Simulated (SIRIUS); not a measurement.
# ZrSe2 in SIRIUS: convergence with density cutoff

The system is ZrSe2.

```
Zr Se
1.0
     3.79800    0.00000    0.00000
    -1.89900    3.28916    0.00000
     0.00000    0.00000    6.19200
Zr Se
1 2
Direct
  0.00000 0.00000 0.00000
  0.66667 0.33333 0.75000
  0.33333 0.66667 0.25000
```

```yaml
Program: SIRIUS 7.10.0
Task: single point
Functional: LDA
Potentials_or_basis: GBRV 1.5 LDA (ultrasoft)
Cutoff: 557 eV
Density_cutoff: 2667 eV
k_mesh: 7 × 7 × 4
Occupations: cold, width 0.05 eV
Spin: no spin polarisation
```

These are the settings of the first run; the series varies density cutoff, with any setting tied to it.

Hardware: 1 thread of Arm Neoverse V1, on a shared host.

| density cutoff | energy less the tightest run (meV/atom) | largest force (eV/Å) | SCF cycles | CPU time (s) | peak memory (GiB) |
| --- | --- | --- | --- | --- | --- |
| 2666.7 eV | 0.06 | 0.082 | 22 | 50 | 0.37 |
| 3483.1 eV | 0.02 | 0.084 | 22 | 54 | 0.43 |
| 4408.2 eV | 0.00 | 0.083 | 23 | 58 | 0.5 |
| 5442.3 eV | 0.00 | 0.085 | 24 | 60 | 0.6 |
| 7197.4 eV | 0.00 | 0.091 | 22 | 63 | 0.8 |
| 9197.4 eV | 0.00 | 0.086 | 24 | 71 | 1 |
| 12245.1 eV | 0.00 | 0.092 | 22 | 78 | 1.4 |

Against the tightest run, the energy stays within 1 meV/atom from 2666.7 eV on. Not settled before the last step: the largest force (to 0.005 eV/Å). The tightest run that finished is the yardstick and may itself not be fully converged.
